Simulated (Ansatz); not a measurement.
## V2NF2 MXene monolayer in a perpendicular field

Aim: how the V2NF2 MXene monolayer screens a field along its normal, and what the field does to its bands. A positive field points along +c.

Method: plane-wave DFT, PBE-D3(BJ), Ansatz PAW, in Ansatz 0.2.0.

**1. The structure**

The cell holds 5 atoms: 2 F, 2 V and 1 N. Its edges and angles: a = 2.941 Å, b = 2.941 Å, c = 39.427 Å, α = 90.0°, β = 90.0°, γ = 120.0°. Vacuum lies along c.

**2. Relaxation**

The starting cell is a guess, so the in-plane lattice and the atoms are relaxed first, with the slab cut off from its images along the normal.

input.yaml

```yaml
crystal:
  lattice:
    - [2.940652, 0.0, 0.0]
    - [-1.470326, 2.5466793357, 0.0]
    - [0.0, 0.0, 39.4267338156]
  atoms:
    - { symbol: F, position: [0.3333333333, 0.6666666667, 0.4463976165] }
    - { symbol: V, position: [0.6666666667, 0.3333333333, 0.4705706554], spin: 2.0 }
    - { symbol: "N", position: [0.0, 0.0, 0.5] }
    - { symbol: V, position: [0.3333333333, 0.6666666667, 0.5294293446], spin: 2.0 }
    - { symbol: F, position: [0.6666666667, 0.3333333333, 0.5536023835] }
  periodic: [true, true, false]
magnetization:
  spin_polarized: true
kpoints:
  mp_grid: { grid: [12, 12, 1] }
hamiltonian:
  xc: pbe
  dispersion: d3bj
scf:
  occupations: { method: fermi_dirac, width: 0.05 }
  convergence: { dr2_threshold: 1.0e-09 }
relax:
  f_tol: 0.004
  max_steps: 90
  cell: {}
output:
  write_potential: true
  write_density: true
  volumetric_format: npy
```

Started as:

```
$ ansatz run input.yaml --threads 2 --pin off --max-ram 3072MiB --backend cpu --events-out ev --progress --plain --runs-dir out
```

Numbers of over 12 decimals in the logs are rounded to 6 here.

The log of the run:

```text
Warning: relax.cell: scf.convergence.dr2_threshold = 1e-9 eV is looser than the 2.47035628088e-10 eV advised for a relaxation that steers and ends on the stress (1e-10 eV for each atom of the cell: 5, times the square of relax.cell.stress_2d_tol = 0.05 N/m over 14.2 Å (the atoms' height at the walk's start and 5 Å past either face), 3.515e-2 GPa, over a crystal's default 0.05). What an SCF threshold leaves in a stress goes as its square root, and in the free energy as the threshold itself, and one threshold admits the most on a small cell: [figures from the program's tests cut] Set scf.convergence.dr2_threshold to 2.47035628088e-10 eV or tighter. [rest of the remark cut]
Engine: ansatz 0.2.0, x86_64-unknown-linux-gnu
Pseudopotentials: kind: paw
Pseudopotential: F, paw, valence charge 7, recommended cutoff 420 eV (normal), F.paw.azcp
Pseudopotential: V, paw, valence charge 13, recommended cutoff 420 eV (normal), V.paw.azcp
Pseudopotential: N, paw, valence charge 5, recommended cutoff 420 eV (normal), N.paw.azcp
Functional definition: PBE
  parameter kappa = 0.804
  parameter beta = 0.066725
  exchange = pbe_x(kappa = kappa, mu = beta*pi^2/3)
  correlation = pbe_c(beta = beta)
Crystal: 5 atoms, lattice volume = 295.263 Å³
Basis set: ecut = 420 eV, 5687 PW (Γ), exchange–correlation on 40×40×540 points (8 copies of the dense FFT grid, shifted against one another)
Bands: 30, of which v1, the nominal top of the filled ones, is band 23 counted from 1 (22 counted from 0)
Symmetry: 12 space group operations
Space group: P-3m1 (ITA 164), of the structure as read, at distance tolerance 6.7e-5 Å
Magnetic group: BNS 164.85 (UNI 1315), of the structure as read, at distance tolerance 6.7e-5 Å
k-points: 19 of 144
Non-local potential: F, projectors of the file, l = 0: 2, l = 1: 2, l = 2: 1
Non-local potential: V, projectors of the file, l = 0: 3, l = 1: 2, l = 2: 3, l = 3: 1
Non-local potential: N, projectors of the file, l = 0: 2, l = 1: 2, l = 2: 1
PAW form: soft (Blöchl's): semilocal exchange-correlation on the pseudo side does not see the compensation charge
PAW one-centre angular grid: F, 110 points (default); XC on 64 Gauss nodes
PAW one-centre angular grid: V, 590 points (default); XC on 64 Gauss nodes
PAW one-centre angular grid: N, 110 points (default); XC on 64 Gauss nodes
Initial density: superposition of atomic densities (neutral atoms: chi_scale 0, normalization atom)
Starting moments: Σ|m| = 4 μB on 2 of 5 sites
Initial wavefunctions: pseudopotential atomic-orbital guess
Functional: x = pbe(κ = 0.804, μ = 0.219515), c = pbe(β = 0.066725)
SCF iter   1: F=—  HF=-7832.412156 eV  |F-HF|=—  |Δ(HF+E_count)|=         —  Δρ=3.80e-2 (↑3.80e-2 ↓2.97e-2)  dr2=1.66e1  dr2_m=3.41e-1  M=3.094 μB ∫|m|=3.124 μB  β_m=0.30  ethr=3.10e-3  ⟨swp⟩=19.9  Hψ=9465  notcnv=0
Mixer restart at iter 1: flushing history
preconditioner: auto → LDOS  [metal: Δε(μ)=0.028 eV  Ē_g=10.741 eV  σ=0.050 eV  W_gap=0.14  n_scr=24 (ndim 8)  ℏωp=10.8 eV  f_vac=0.809  D(μ)=4.60/eV (n_scr^D=20)]
spin=Collinear: LDOS preconditioning applied to the charge; magnetization (m = ρ↑ − ρ↓) channel mixes plain (no charge-response kernel on spin).
SCF iter   2: F=—  HF=-7830.329934 eV  |F-HF|=—  |Δ(HF+E_count)|=    2.08e0  Δρ=2.60e-2 (↑2.60e-2 ↓1.99e-2)  dr2=7.98e0  dr2_m=1.71e-1  M=3.071 μB ∫|m|=3.100 μB  β_m=0.56  ethr=3.10e-3  ⟨swp⟩=2.9  Hψ=2296  notcnv=0  defer=45
SCF iter   3: F=—  HF=-7828.587138 eV  |F-HF|=—  |Δ(HF+E_count)|=    1.74e0  Δρ=3.49e-3 (↑3.49e-3 ↓3.11e-3)  dr2=3.05e-2  dr2_m=1.49e-2  M=2.862 μB ∫|m|=2.910 μB  β_m=0.59  ethr=3.10e-3  ⟨swp⟩=4.9  Hψ=3009  notcnv=0  defer=39
SCF iter   4: F=—  HF=-7828.657614 eV  |F-HF|=—  |Δ(HF+E_count)|=         —  Δρ=4.87e-3 (↑4.87e-3 ↓4.05e-3)  dr2=6.69e-3  dr2_m=5.12e-2  M=2.550 μB ∫|m|=2.588 μB  β_m=0.59  ethr=6.77e-5  ⟨swp⟩=4.0  Hψ=2938  notcnv=0  defer=32
SCF iter   5: F=—  HF=-7828.656871 eV  |F-HF|=—  |Δ(HF+E_count)|=   7.43e-4  Δρ=2.37e-3 (↑2.37e-3 ↓2.27e-3)  dr2=1.89e-3  dr2_m=1.39e-2  M=2.507 μB ∫|m|=2.542 μB  β_m=0.80  ethr=1.49e-5  ⟨swp⟩=4.0  Hψ=2628  notcnv=0  defer=32
SCF iter   6: F=—  HF=-7828.658676 eV  |F-HF|=—  |Δ(HF+E_count)|=   1.81e-3  Δρ=1.17e-3 (↑1.17e-3 ↓8.51e-4)  dr2=6.30e-4  dr2_m=2.66e-3  M=2.429 μB ∫|m|=2.458 μB  β_m=0.77  ethr=4.21e-6  ⟨swp⟩=3.5  Hψ=2505  notcnv=0  defer=32
SCF iter   7: F=—  HF=-7828.658303 eV  |F-HF|=—  |Δ(HF+E_count)|=   3.73e-4  Δρ=2.39e-4 (↑2.14e-4 ↓2.39e-4)  dr2=2.04e-5  dr2_m=1.29e-4  M=2.405 μB ∫|m|=2.432 μB  β_m=0.85  ethr=1.40e-6  ⟨swp⟩=3.0  Hψ=2587  notcnv=0  defer=32
SCF iter   8: F=—  HF=-7828.658341 eV  |F-HF|=—  |Δ(HF+E_count)|=   3.84e-5  Δρ=3.40e-5 (↑3.40e-5 ↓2.64e-5)  dr2=2.20e-6  dr2_m=1.49e-6  M=2.384 μB ∫|m|=2.411 μB  β_m=0.87  ethr=4.54e-8  ⟨swp⟩=3.9  Hψ=2793  notcnv=0  defer=32
SCF iter   9: F=—  HF=-7828.658325 eV  |F-HF|=—  |Δ(HF+E_count)|=   1.66e-5  Δρ=8.81e-6 (↑8.32e-6 ↓8.81e-6)  dr2=1.51e-7  dr2_m=1.47e-7  M=2.386 μB ∫|m|=2.413 μB  β_m=0.91  ethr=4.89e-9  ⟨swp⟩=3.2  Hψ=2497  notcnv=0  defer=32
SCF iter  10: F=—  HF=-7828.658325 eV  |F-HF|=—  |Δ(HF+E_count)|=   5.17e-7  Δρ=4.35e-6 (↑4.35e-6 ↓2.65e-6)  dr2=1.48e-8  dr2_m=3.01e-8  M=2.386 μB ∫|m|=2.413 μB  β_m=0.94  ethr=3.36e-10  ⟨swp⟩=3.8  Hψ=2805  notcnv=0  defer=32
SCF iter  11: F=—  HF=-7828.658325 eV  |F-HF|=—  |Δ(HF+E_count)|=   7.55e-8  Δρ=7.64e-7 (↑5.82e-7 ↓7.64e-7)  dr2=1.03e-9  dr2_m=8.42e-10  M=2.386 μB ∫|m|=2.413 μB  β_m=0.90  ethr=3.29e-11  ⟨swp⟩=2.9  Hψ=2325  notcnv=0  defer=32
SCF iter  12: F=-7828.658325 eV  HF=-7828.658325 eV  |F-HF|=4.70e-10  |Δ(HF+E_count)|=   7.16e-9  Δρ=1.83e-7 (↑1.83e-7 ↓1.55e-7)  dr2=7.13e-11  dr2_m=4.44e-11  M=2.386 μB ∫|m|=2.413 μB  ethr=2.22e-12  ⟨swp⟩=7.9  Hψ=8789  notcnv=0
SCF 1 converged in 12 iterations: F = -7828.658325 eV  dr2 = 7.13e-11
  greatest PAW one-centre occupation: 1.000 electrons in one spin orbital (limit 2), on the V atom at site 3 (counted from 0), in its partial waves of l = 0
relax step   1: F+E_penalty+E_count = -7828.65832517 eV  Δ(F+E_penalty+E_count) = +0.000e0 eV  max|allowed force component| = 4.703e0 eV/Å  Δτ_max = 0.0000 Å  P = +13.167 N/m  Ω = 295.263 Å³  fix = [c, alpha, beta]  reactions: c +0.000 N/m  (12 SCF iters, accepted)
Crystal: 5 atoms, lattice volume = 296.793 Å³
Basis set: ecut = 420 eV, 5711 PW (Γ), exchange–correlation on 40×40×540 points (8 copies of the dense FFT grid, shifted against one another)
Initial density: handed on by an earlier stage of this run
Starting moments: Σ|m| = 4 μB on 2 of 5 sites; this step starts from the density that it was given
Initial wavefunctions: those handed on with the density
[...]
relax step   7: F+E_penalty+E_count = -7830.33839848 eV  Δ(F+E_penalty+E_count) = -6.713e-5 eV  max|allowed force component| = 6.868e-3 eV/Å  Δτ_max = 0.0031 Å  P = -0.034 N/m  Ω = 309.469 Å³  energy of the carried Pulay correction = -1.011e-2 eV  fix = [c, alpha, beta]  reactions: c -0.000 N/m  (7 SCF iters, accepted)
relax step   8: F+E_penalty+E_count = -7830.33842570 eV  Δ(F+E_penalty+E_count) = -2.723e-5 eV  max|allowed force component| = 4.831e-5 eV/Å  Δτ_max = 0.0006 Å  P = -0.000 N/m  Ω = 309.437 Å³  energy of the carried Pulay correction = -1.009e-2 eV  fix = [c, alpha, beta]  reactions: c -0.000 N/m  (6 SCF iters, accepted)
relax step   9: F+E_penalty+E_count = -7830.35319715 eV  Δ(F+E_penalty+E_count) = -1.477e-2 eV  max|allowed force component| = 7.864e-5 eV/Å  Δτ_max = 0.0000 Å  P = +0.430 N/m  Ω = 309.437 Å³  fix = [c, alpha, beta]  reactions: c +0.000 N/m  stress off target by 4.30e-1 N/m on what of the cell is left free  SCF on the basis re-selected at this cell (its energy is not comparable with the rows above)  (6 SCF iters)
relax step  10: F+E_penalty+E_count = -7830.35284685 eV  Δ(F+E_penalty+E_count) = +3.503e-4 eV  max|allowed force component| = 7.010e-4 eV/Å  Δτ_max = 0.0030 Å  P = +0.027 N/m  Ω = 310.377 Å³  energy of the carried Pulay correction = -6.880e-4 eV  fix = [c, alpha, beta]  reactions: c +0.000 N/m  (9 SCF iters, accepted)
iter 1 solved again at ethr=1.11e-7 eV; its pass at ethr=3.10e-3 eV (dr2=4.98e-5 eV) is discarded
SCF iter   1: F=—  HF=-7830.353216 eV  |F-HF|=—  |Δ(HF+E_count)|=         —  Δρ=1.12e-5 (↑1.12e-5 ↓1.12e-5)  dr2=9.74e-8  dr2_m=2.02e-11  M=-0.000 μB ∫|m|=0.000 μB  β_m=0.65  ethr=1.11e-7  ⟨swp⟩=6.9  Hψ=13720  notcnv=0
preconditioner: auto → LDOS  [metal: Δε(μ)=0.022 eV  Ē_g=10.723 eV  σ=0.050 eV  W_gap=0.11  n_scr=22 (ndim 8)  ℏωp=11.4 eV  f_vac=0.823  D(μ)=2.58/eV (n_scr^D=14)]
spin=Collinear: LDOS preconditioning applied to the charge; magnetization (m = ρ↑ − ρ↓) channel mixes plain (no charge-response kernel on spin).
SCF iter   2: F=—  HF=-7830.353453 eV  |F-HF|=—  |Δ(HF+E_count)|=   2.37e-4  Δρ=3.92e-6 (↑3.92e-6 ↓3.92e-6)  dr2=2.87e-8  dr2_m=7.40e-12  M=-0.000 μB ∫|m|=0.000 μB  β_m=0.53  ethr=2.16e-10  ⟨swp⟩=4.4  Hψ=3102  notcnv=0
SCF iter   3: F=—  HF=-7830.353493 eV  |F-HF|=—  |Δ(HF+E_count)|=   3.97e-5  Δρ=1.83e-6 (↑1.83e-6 ↓1.83e-6)  dr2=3.74e-9  dr2_m=3.42e-12  M=-0.000 μB ∫|m|=0.000 μB  β_m=0.65  ethr=6.37e-11  ⟨swp⟩=3.4  Hψ=2140  notcnv=0
SCF iter   4: F=—  HF=-7830.353516 eV  |F-HF|=—  |Δ(HF+E_count)|=   2.30e-5  Δρ=1.76e-7 (↑1.76e-7 ↓1.62e-7)  dr2=1.48e-10  dr2_m=1.28e-12  M=-0.000 μB ∫|m|=0.000 μB  β_m=0.69  ethr=8.32e-12  ⟨swp⟩=3.9  Hψ=2708  notcnv=0
SCF iter   5: F=-7830.353516 eV  HF=-7830.353516 eV  |F-HF|=3.02e-8  |Δ(HF+E_count)|=   9.11e-8  Δρ=5.34e-8 (↑5.34e-8 ↓4.88e-8)  dr2=1.46e-11  dr2_m=3.20e-13  M=-0.000 μB ∫|m|=0.000 μB  ethr=1.00e-12  ⟨swp⟩=12.7  Hψ=8970  notcnv=0
the starting moments were not kept: the SCF closed with an absolute magnetisation of 3.4e-6 μB, where they sum to 4 μB in size (2 sites). That is at most 0.1 of that sum. Measured as dr2_m measures the in/out step, that magnetisation stands 5.9e-12 eV from none, at or under the dr2_threshold of 1.0e-9 eV: it is no larger than a step whose dr2_m would equal this threshold.
SCF 11 converged in 5 iterations: F = -7830.353516 eV  dr2 = 1.46e-11
relax step  11: F+E_penalty+E_count = -7830.35351590 eV  Δ(F+E_penalty+E_count) = -6.691e-4 eV  max|allowed force component| = 6.936e-4 eV/Å  Δτ_max = 0.0000 Å  P = +0.033 N/m  Ω = 310.377 Å³  fix = [c, alpha, beta]  reactions: c +0.000 N/m  stress off target by 3.33e-2 N/m on what of the cell is left free  SCF on the basis re-selected at this cell (its energy is not comparable with the rows above)  (5 SCF iters)
basis re-selected at this cell: Δ(F+E_penalty+E_count) = -6.691e-4 eV, ΔP = +0.006 N/m vs the last step (what re-selecting the basis moved, of the pressure what is left beyond the Pulay correction that the steps carried, after the strain that the cell walked since its last selection, with what the two solves' SCF thresholds leave and, on support functions, any second-order correction that the steps lacked; it is no m [...]
WARN: The output density's exchange-correlation potential varies sharply where the density is thin. Do not read a vacuum level from v_tot or v_xc, or from such a field of the output density. On a cell that repeats whose density bears no net charge and no dipole along the vacuum's axis use v_es (v_loc + v_h of the components); under efield.dipole_correction with no amplitude use v_es + v_field, which holds any externa [...]
SCF converged after 5 iterations
Magnetization: -0.0000 μB (22.5000 up, 22.5000 down)
Absolute magnetization: 0.0000 μB (∫|ρ↑−ρ↓|, with the PAW one-centre terms)
Spin contamination: 0.0000 ħ² per cell (⟨S²⟩ above its minimum at these occupations)
Per-site moments (μB) at R_I (Å): [(-9.518965283856197e-9, 0.882747), (-1.269370914622497e-6, 0.817069), (-5.256204626043454e-9, 0.817069), (-1.2693709145630281e-6, 0.817069), (-9.518965253591276e-9, 0.882747)]
Free energy (F): -7830.353516 eV
Harris-Foulkes:  -7830.353516 eV  (|F-HF|=3.02e-8)
Internal energy: -7830.330812 eV  (E = F + TS)
E sigma→0 (E₀):  -7830.342164 eV
Entropy (-TS):   -0.022704 eV (-4.541 meV/atom)
Fermi energy:    -4.951317 eV
--- Per-component energies (eV) ---
  E_band       = -1213.993317
  E_kinetic    = 1221.393629
  E_local      = -193017.026280  (includes V_loc(G=0)·N_el)
  E_nonlocal   = 102.545289
  E_hartree    = 95820.158938
  E_xc         = -481.312601
  E_vxc        = -612.800549  (∫ρ·V_xc dr)
  E_paw        = -2755.008093  (= ΣΔE_a)
  E_vpaw       = -548.428019  (= ΣTr[D̂ρ^β])
  E_aug_tail   = 0.004752  (compensation charges beyond the density's cutoff)
  E_ewald      = 91279.966378
  E_disp       = -1.052823  (pairwise vdW)
  E_smearing   = -0.022704  (= −TS)
  E_closure    = 0.000000  (closes the sum)
  Σ components = -7830.353516   (vs F -7830.353516, Δ=0.00e0)
--- Forces (eV/Å), atoms counted from 1 ---
  atom   1  F      0.00000000     0.00000000    -0.00017441
  atom   2  V     -0.00000000    -0.00000000    -0.00069358
  atom   3  N      0.00000000     0.00000000     0.00000000
  atom   4  V      0.00000000     0.00000000     0.00069358
  atom   5  F     -0.00000000    -0.00000000     0.00017441
  max |Σ_I F_I| component: 2.78e-17 eV/Å
--- 2D stress c σ (N/m, compression-positive) ---
        0.033348       0.000000       0.000000
       -0.000000       0.033348       0.000000
        0.000000       0.000000       0.000000
  P = ½ c Tr σ = 0.0333 N/m
--- Band table (eV; the first three rows and the last of 38) ---
  k-point 0 ↑: bands = [... 19 lower, -10.0425, -6.6885, -6.6885, -5.1366, -4.2838, -4.2838, -4.1667, -4.0380, ... 3 higher]
  k-point 1 ↑: bands = [... 19 lower, -10.0053, -6.7513, -6.5740, -5.1761, -4.4265, -4.2755, -4.0456, -3.9761, ... 3 higher]
  k-point 2 ↑: bands = [... 19 lower, -10.0065, -6.9421, -6.2717, -5.2457, -4.5270, -4.2421, -4.0273, -3.8200, ... 3 higher]
  k-point 18 ↓: bands = [... 19 lower, -10.4921, -5.8932, -5.8874, -5.8874, -4.0415, -4.0415, -3.4944, -2.6404, ... 3 higher]
  the weakly bound empty levels are not read free of the cell's end (no_gap_told)
--- Relaxed structure (9 steps of the walk, 9 accepted, 2 SCFs on fresh bases) ---
  F+E_penalty+E_count = -7830.35351590 eV   max|allowed force component| = 6.936e-4 eV/Å   (the final SCF, on the basis selected at the relaxed cell)
  cell:  # Å, volume = 310.3769 Å³
    - [3.014977, 0, 0]
    - [-1.507488, 2.611047, 0]
    - [0, 0, 39.4267338156]
  atoms:
    - { symbol: F, position: [0.333333, 0.666667, 0.444453] }
    - { symbol: V, position: [0.666667, 0.333333, 0.476026] }
    - { symbol: N, position: [0, 0, 0.500000] }
    - { symbol: V, position: [0.333333, 0.666667, 0.523974] }
    - { symbol: F, position: [0.666667, 0.333333, 0.555547] }
```

Elapsed: 100 s, on 2 threads of Intel Xeon 6975P-C (Granite Rapids), shared host; peak memory 0.83 GiB.

Step by step:

```tsv
step	energy less that of the first step (eV)	largest force component (eV/Å)	volume (Å³)
1	0.0000	4.7034	295.26
2	-0.9236	3.1510	296.79
3	-1.5188	1.9492	294.90
4	-1.6411	1.1262	305.54
5	-1.6759	0.0729	311.80
6	-1.6800	0.0218	309.50
7	-1.6801	0.0069	309.47
8	-1.6801	0.0000	309.44
9*	-1.6949	0.0001	309.44
10	-1.6945	0.0007	310.38
11*	-1.6952	0.0007	310.38
```

Relaxation steps marked * repeat the geometry before them on a plane-wave basis chosen anew for their cell, so energy and pressure can jump there.

Forces are held to the 12 operations that the run works with; a distortion that breaks them can't arise in this run.

```tsv
cell as run	before	after	change
a (Å)	2.941	3.015	+2.5 %
b (Å)	2.941	3.015	+2.5 %
```

The atoms that moved most (Å, along periodic axes as changes of fractional coordinates times the final cell, across vacuum about the mean position):

```tsv
atom	dx	dy	dz	length
V2	0.000	0.000	0.215	0.215
V4	0.000	0.000	-0.215	0.215
F5	0.000	0.000	0.077	0.077
F1	0.000	0.000	-0.077	0.077
```

Final coordinates:

```xyz
5
Lattice="3.0150 0.0000 0.0000 -1.5075 2.6110 0.0000 0.0000 0.0000 39.4267" Properties=species:S:1:pos:R:3
F     0.0000    1.7407   17.5233
V     1.5075    0.8703   18.7682
N     0.0000    0.0000   19.7134
V     0.0000    1.7407   20.6586
F     1.5075    0.8703   21.9034
```

Numbers from this step:

| Property | Result |
| --- | --- |
| energy at zero smearing | -7830.3422 eV |

The lattice constant a goes from 2.941 to 3.015 Å.

(Continued in part 2 of 2.)

[Logs are printed without paths, hosts, clocks, repeated set-up lines and the standing remarks that a program may print on its own settings, such as how far it seeks lower states.]

[Hosts, paths, dates, database ids (printed as entryN), source tags and the programs' standing remarks are cut or masked in the printed files.]

[Maps of the electrostatic potential energy from Ansatz leave out the sawtooth potential of an applied field or a dipole correction, so their vacuum need not be flat; planar profiles and work functions include it.]
